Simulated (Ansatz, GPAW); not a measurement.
## V: 3 runs at one level of theory

```
V
1.0
    -1.51435    1.51435    1.51435
     1.51435   -1.51435    1.51435
     1.51435    1.51435   -1.51435
V
1
Direct
  0.00000 0.00000 0.00000
```

Alike in all runs: task single point; functional PBE; k mesh 12 × 12 × 12; occupations gaussian, width 0.024 eV; collinear spin, ferromagnetic start; no spin-orbit coupling. Pressure is positive in compression and, in plane waves, holds the error of the finite cutoff, which Ansatz's Pulay term estimates and takes out.

| program and potentials | plane-wave cutoff (eV) | notes | band gap (eV) | pressure (GPa) | net moment per atom (μB) |
| --- | --- | --- | --- | --- | --- |
| Ansatz, Ansatz PAW | 420 | Pulay term of +0.08 GPa included | no gap | -5.24 | 0.12 |
| GPAW, GPAW PAW data sets (gpaw-data 1.2.1) | 600 | - | no gap | -4.19 | 0.11 |
| Ansatz, all-electron LAPW, scalar-relativistic | - | - | ? | ? | ? |

Task: Estimate from the other rows what the run with Ansatz, all-electron LAPW, scalar-relativistic gave.

Result: No band gap; pressure -5.30 GPa; net moment per atom 0.12 μB. The other rows, which needn't bracket it: pressure -5.24 to -4.19; net moment per atom 0.11 to 0.12.
